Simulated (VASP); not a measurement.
# TaN (Fm-3m) in VASP: a series of runs

One crystal, TaN, is run at these levels: PBE; tasks: relaxation of cell and atoms.

Everything below comes from runs of VASP 6.6.1. Logs are shortened: lines on timing, memory, paths and dates and some standing lists are left out, and cuts for length are marked.

## (1) Starting point

Symmetry: Fm-3m, No. 225, cubic system. The conventional cell has a = 4.358 Å, b = 4.358 Å, c = 4.358 Å, α = 90.00°, β = 90.00°, γ = 90.00°. Around Ta (site symmetry m-3m) lie 6 N at 2.18 Å. N (site symmetry m-3m) is surrounded by 6 Ta at 2.18 Å.

## (2) Relaxation of cell and atoms, PBE

INCAR

```
  PREC = Accurate
  ENCUT = 520
  EDIFF = 1E-6
  ISMEAR = 0
  SIGMA = 0.1
  LREAL = F
  LASPH = T
  NELM = 120
  ALGO = Normal
  ISIF = 3
  LWAVE = F
  LCHARG = F
  GGA = PE
  IBRION = 2
  NSW = 90
  EDIFFG = -0.01
```

KPOINTS

```
Automatic mesh
0
Gamma
  10 10 10
```

POSCAR

```
TaN
1.0
    0.0000000000      2.1790000000      2.1790000000
    2.1790000000      0.0000000000      2.1790000000
    2.1790000000      2.1790000000      0.0000000000
Ta N
1 1
Direct
    0.5000000000      0.5000000000      0.5000000000
    0.0000000000      0.0000000000      0.0000000000
```

Potentials or basis: VASP PAW PBE potentials, release 64 (Ta_pv, N).

On the command line:

```
cat potpaw_PBE.64/Ta_pv/POTCAR potpaw_PBE.64/N/POTCAR > POTCAR
mpirun -np 1 vasp_std > vasp.out
```

OUTCAR:

```text
PREC = Accurate
   ENCUT = 520
   EDIFF = 1E-6
   ISMEAR = 0
   LREAL = F
   LASPH = T
   NELM = 120
   ISIF = 3
   GGA = PE
   IBRION = 2
   NSW = 90
   EDIFFG = -0.01

 ion  position               nearest neighbor table
   1  0.500  0.500  0.500-   2 2.18   2 2.18   2 2.18   2 2.18   2 2.18   2 2.18
   2  0.000  0.000  0.000-   1 2.18   1 2.18   1 2.18   1 2.18   1 2.18   1 2.18

  LATTYP: Found a face centered cubic cell.
 ALAT       =     4.3580000000

  Lattice vectors:

 A1 = (   0.0000000000,   2.1790000000,   2.1790000000)
 A2 = (   2.1790000000,   0.0000000000,   2.1790000000)
 A3 = (   2.1790000000,   2.1790000000,   0.0000000000)

Analysis of symmetry for initial positions (statically):
=====================================================================
 Subroutine PRICEL returns:
 Original cell was already a primitive cell.

 Routine SETGRP: Setting up the symmetry group for a
 face centered cubic supercell.

 Subroutine GETGRP returns: Found 48 space group operations
 (whereof 48 operations were pure point group operations)
 out of a pool of 48 trial point group operations.

The static configuration has the point symmetry O_h .

Analysis of symmetry for dynamics (positions and initial velocities):
=====================================================================
 Subroutine PRICEL returns:
 Original cell was already a primitive cell.

 Routine SETGRP: Setting up the symmetry group for a
 face centered cubic supercell.

 Subroutine GETGRP returns: Found 48 space group operations
 (whereof 48 operations were pure point group operations)
 out of a pool of 48 trial point group operations.

The dynamic configuration has the point symmetry O_h .

 Subroutine INISYM returns: Found 48 space group operations
 (whereof 48 operations are pure point group operations),
 and found     1 'primitive' translations

----------------------------------------------------------------------------------------

                                     Primitive cell

  volume of cell :      20.6920

  direct lattice vectors                    reciprocal lattice vectors
     0.000000000  2.179000000  2.179000000    -0.229463056  0.229463056  0.229463056
     2.179000000  0.000000000  2.179000000     0.229463056 -0.229463056  0.229463056
     2.179000000  2.179000000  0.000000000     0.229463056  0.229463056 -0.229463056

  length of vectors
[... 104 lines left out ...]
  Fermi-wavevector in a.u.,A,eV,Ry     =   1.502615  2.839530 30.719922  2.257851
  Thomas-Fermi vector in A             =   2.613832
   LORBIT       =      0    0 simple, 1 ext, 2 COOP (PROOUT), +10 PAW based schemes
   GGA     = PE    functional components
   LHFCALC =     F    Hartree Fock is set to
   AEXX    =    0.0000 exact exchange contribution
   IVDW    =     0    specifies the selected vdW correction
   LEPSILON=     F    determine dielectric tensor
   LRPA    =     F    only Hartree local field effects (RPA)
 conjugate gradient relaxation of ions
 non-spin polarized calculation
 Gauss-broadening in eV      SIGMA  =   0.10
  energy-cutoff  :      520.00
  volume of cell :       20.69
 maximum number of plane-waves:       568
   NGX = 11   NGY = 11   NGZ = 11

--------------------------------------- Ionic step        1  -------------------------------------------

 number of electron      16.0000000 magnetization

 Free energy of the ion-electron system (eV)
  ---------------------------------------------------
  ext. energy  EPLUGINS =         0.00000000
  ---------------------------------------------------
  free energy    TOTEN  =       -21.79881007 eV

  energy without entropy =      -21.79544034  energy(sigma->0) =      -21.79712521

------------------------ aborting loop because EDIFF is reached ----------------------------------------

  FORCE on cell =-STRESS in cart. coord.  units (eV):
  Direction    XX          YY          ZZ          XY          YZ          ZX
  --------------------------------------------------------------------------------------
  -------------------------------------------------------------------------------------
  Total        1.9891285      1.9891285      1.9891285      0.0000000      0.0000000      0.0000000
  in kB      154.0180938    154.0180938    154.0180938      0.0000000      0.0000000      0.0000000
  external PRESSURE =     154.0180938 kB  Pullay stress =       0.0000000 kB
[... 95 lines left out ...]
--------------------------------------- Ionic step        4  -------------------------------------------

 number of electron      16.0000003 magnetization

 Free energy of the ion-electron system (eV)
  ---------------------------------------------------
  ext. energy  EPLUGINS =         0.00000000
  ---------------------------------------------------
  free energy    TOTEN  =       -21.84011720 eV

  energy without entropy =      -21.83651198  energy(sigma->0) =      -21.83831459

 E-fermi :   9.4021     XC(G=0): -13.3549

 val. band max:        9.3107556782   @ k =  -0.2000   0.2000   0.0000
 cond. band min:       9.4293160755   @ k =   0.0000   0.0000   0.0000
 fundamental gap:      0.1185603973
 Fermi energy:         9.4020882630

 k-point     1 :       0.0000    0.0000    0.0000
  band No.  band energies     occupation
      1     -26.4454      2.00000
      2     -26.4454      2.00000
      3     -26.4454      2.00000
      4      -9.3545      2.00000
      5       5.6040      2.00000
      6       5.6040      2.00000
      7       5.6040      2.00000
      8       7.3055      2.00000
      9       7.3055      2.00000
     10       7.3055      2.00000
     11       9.4293      0.70019
     12       9.4293      0.70018
[... 331 lines left out ...]
 k-point    24 :       0.4000    0.3000    0.0000
  band No.  band energies     occupation
      1     -27.0174      2.00000
      2     -26.6738      2.00000
      3     -26.6496      2.00000
      4      -7.8217      2.00000
      5       1.5041      2.00000
      6       3.5603      2.00000
      7       4.2279      2.00000
      8       5.5672      2.00000
      9      11.4962      0.00000
     10      12.2270      0.00000
     11      12.3059      0.00000
     12      13.1326      0.00000

 [... further k-points ...]

------------------------ aborting loop because EDIFF is reached ----------------------------------------

  FORCE on cell =-STRESS in cart. coord.  units (eV):
  Direction    XX          YY          ZZ          XY          YZ          ZX
  --------------------------------------------------------------------------------------
  -------------------------------------------------------------------------------------
  Total       -0.0081778     -0.0081778     -0.0081778      0.0000000      0.0000000      0.0000000
  in kB       -0.6069345     -0.6069345     -0.6069345      0.0000000      0.0000000      0.0000000
  external PRESSURE =      -0.6069345 kB  Pullay stress =       0.0000000 kB
[... 17 lines left out ...]
  FREE ENERGIE OF THE ION-ELECTRON SYSTEM (eV)
  ---------------------------------------------------
  free  energy   TOTEN  =       -21.8401171958 eV

  energy  without entropy=      -21.8365119804  energy(sigma->0) =      -21.83831459

 reached required accuracy - stopping structural energy minimisation
```

Run time: 12 s. Hardware: 1 thread of Intel Xeon 6975P-C (Granite Rapids), shared host; peak memory 0.15 GiB.

Results:

```
Free energy                            : -21.8401 eV
Relaxed volume                         : 10.79 Å³/atom
Relaxed cell                           : a = 3.125 Å, b = 3.125 Å, c = 3.125 Å, α = 60.00°, β = 60.00°, γ = 60.00°
Space group after relaxing (to 0.05 Å) : Fm-3m (No. 225)
Energy gained by relaxing              : 20.7 meV/atom
Ionic steps                            : 4
Pressure after relaxing                : -0.1 GPa
Band gap on the k mesh                 : none (metal or under the smearing width)
```

Step by step:
```tsv
step	energy change (eV)	largest force (eV/Å)	pressure (GPa)	volume (Å³)
1	0.0000	0.0000	15.40	20.69
2	0.1589	0.0000	-26.32	23.82
3	-0.0413	0.0000	-0.49	21.62
4	-0.0413	0.0000	-0.06	21.59
```

Final structure:
```xyz
2
Lattice="0.0000 2.2100 2.2100 2.2100 0.0000 2.2100 2.2100 2.2100 0.0000" Properties=species:S:1:pos:R:3 pbc="T T T"
Ta    2.2100    2.2100    2.2100
N     0.0000    0.0000    0.0000
```

## (3) Relaxation of cell and atoms, PBE

This run uses another cell than the first one, of 10.79 Å³/atom, 1.043 times its volume.

INCAR

```
  PREC = Accurate
  ENCUT = 520
  EDIFF = 1E-7
  ISMEAR = 0
  SIGMA = 0.1
  LREAL = F
  LASPH = T
  NELM = 120
  ALGO = Normal
  ISIF = 3
  LWAVE = F
  LCHARG = F
  GGA = PE
  IBRION = 2
  NSW = 60
  EDIFFG = -0.005
  POTIM = 0.3
```

KPOINTS is that of step 2.

POSCAR

```
TaN                                     
1.0
    0.0000000000      2.2099939281      2.2099939281
    2.2099939281     -0.0000000000      2.2099939281
    2.2099939281      2.2099939281     -0.0000000000
  Ta              N             
     1     1
Direct
     0.5000000000000000    0.5000000000000000    0.5000000000000000
     0.0000000000000000    0.0000000000000000    0.0000000000000000
```

Potentials or basis: VASP PAW PBE potentials, release 64 (Ta_pv, N).

On the command line:

```
cat potpaw_PBE.64/Ta_pv/POTCAR potpaw_PBE.64/N/POTCAR > POTCAR
mpirun -np 1 vasp_std > vasp.out
```

Wall time 5.1 s (1 thread of Intel Xeon 6975P-C (Granite Rapids), shared host); peak memory 0.14 GiB.

It converged, with:

```yaml
Free_energy: -21.8410 eV
Pressure_after_relaxing: 0.0 GPa
Band_gap_on_the_k_mesh: none (metal or under the smearing width)
```

Final structure:
```xyz
2
Lattice="0.0000 2.2100 2.2100 2.2100 0.0000 2.2100 2.2100 2.2100 0.0000" Properties=species:S:1:pos:R:3 pbc="T T T"
Ta    2.2100    2.2100    2.2100
N     0.0000    0.0000    0.0000
```

Levels at points of the mesh, in eV from the Fermi level:
```
           k point  band 6  band 7  band 8  band 9  band 10  band 11
(0.00, 0.00, 0.00)   -3.80   -3.80   -2.10   -2.10    -2.10     0.03
(0.50, 0.00, 0.00)   -7.49   -7.49    1.82    1.82     1.92     3.75
(0.50, 0.50, 0.00)   -5.39   -4.62   -4.62    2.03     3.42     3.42
```

Caveat: the relaxation stopped at its first step, so nothing moved. The run has no spin-orbit coupling, so splittings on Ta are missing.
